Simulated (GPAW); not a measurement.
Here is a GPAW 26.7.0 calculation.

run.py

```python
from ase.dft.bandgap import bandgap
from ase.io import read, write
from ase.units import Bohr, GPa
from gpaw import GPAW, PW
from gpaw.elf import elf_from_dft_calculation

atoms = read('POSCAR')

calc = GPAW(mode=PW(800),
            xc='PBE',
            kpts={'size': (12, 12, 12), 'gamma': True},
            occupations={'name': 'methfessel-paxton', 'order': 0, 'width': 0.022},
            nbands=11,
            convergence={'density': 1e-05, 'energy': 1e-05},
            maxiter=150,
            txt='gpaw.txt')
atoms.calc = calc
energy = atoms.get_potential_energy()
forces = atoms.get_forces()
stress = atoms.get_stress()
calc.write('gs.gpw')
write('result.traj', atoms)
print(f'Energy: {energy:.6f} eV')
print('Forces (eV/A):')
print(forces.round(4))
print('Stress (GPa):', (stress / GPa).round(3))
print('Fermi level:', round(calc.get_fermi_level(), 4), 'eV')
print(f'Gap: {bandgap(calc)[0]:.4f} eV, direct: {bandgap(calc, direct=True)[0]:.4f} eV')

# fields on the real-space grid
write('density.cube', atoms, data=calc.get_pseudo_density() * Bohr**3)
write('potential.cube', atoms, data=calc.get_electrostatic_potential())
write('elf.cube', atoms, data=elf_from_dft_calculation(calc).data)
```

The input POSCAR:

```
BN
1.0
    1.2511217832      0.7223354983      3.3729344033
   -1.2511217832      0.7223354983      3.3729344033
    0.0000000000     -1.4446709966      3.3729344033
N B
1 1
Direct
    0.6672382000      0.6672382000      0.6672382000
    0.0003288000      0.0003288000      0.0003288000
```

Potentials or basis: GPAW PAW data sets (gpaw-data 1.2.1), pw.

Command:

```console
$ OMP_NUM_THREADS=1 python run.py
```

Q: What does it give for the largest force?

A: 0.003 eV/Å.

Q: Estimate the pressure.

A: 2.8 GPa.

Forces on the atoms (eV/Å):
```
N    0.000  0.000 -0.003
B    0.000  0.000  0.003
```

Caveat: the program warned that so skewed a cell can give wrong results.
